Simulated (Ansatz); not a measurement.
## Ti3Al under changes of volume

One of the cells (16.877 Å³/atom); the others are scaled copies at fixed shape and fractional positions:

```
Ti Al
1.0
     0.00000    3.23178    3.23178
     3.23178    0.00000    3.23178
     3.23178    3.23178    0.00000
Ti Al
3 1
Cartesian
  0.0000 0.0000 0.0000
  1.6159 1.6159 1.6159
  4.8477 4.8477 4.8477
  3.2318 3.2318 3.2318
```

The cell comes from a database or a generator and needn't be the stable form of this composition.

```yaml
Program: Ansatz 0.2.0
Functional: PBE
Potentials_or_basis: Ansatz PAW
Cutoff: "420 eV (not typed: the program's choice for these potentials)"
k_mesh: 7 × 7 × 7
Occupations: fermi-dirac, width 0.05 eV
Spin: no spin polarisation
```

```tsv
volume (Å³/atom)	energy over the lowest point (meV/atom)	pressure (GPa)
15.864	15.86	6.6
16.202	5.19	3.8
16.539	0.08	1.3
16.877	0.00	-1.0
17.215	?	?
17.552	13.19	-5.0
17.890	25.65	-6.7
```

Question: What does the run at 17.215 Å³/atom give?

Answer: Energy over the lowest point 4.52 meV/atom; pressure -3.1 GPa.

Worked out: A Birch-Murnaghan fit of order 3 (a polynomial in V^(-2/3)) to the other rows has its minimum at 16.71 Å³/atom with B0 = V·E''(V) = 113 GPa and B' = 3.8. It gives 4.53 meV/atom at 17.215 Å³/atom, against the run's 4.52, and -dE/dV = -3.2 GPa, against -3.1.

Energies are extrapolated to zero smearing.
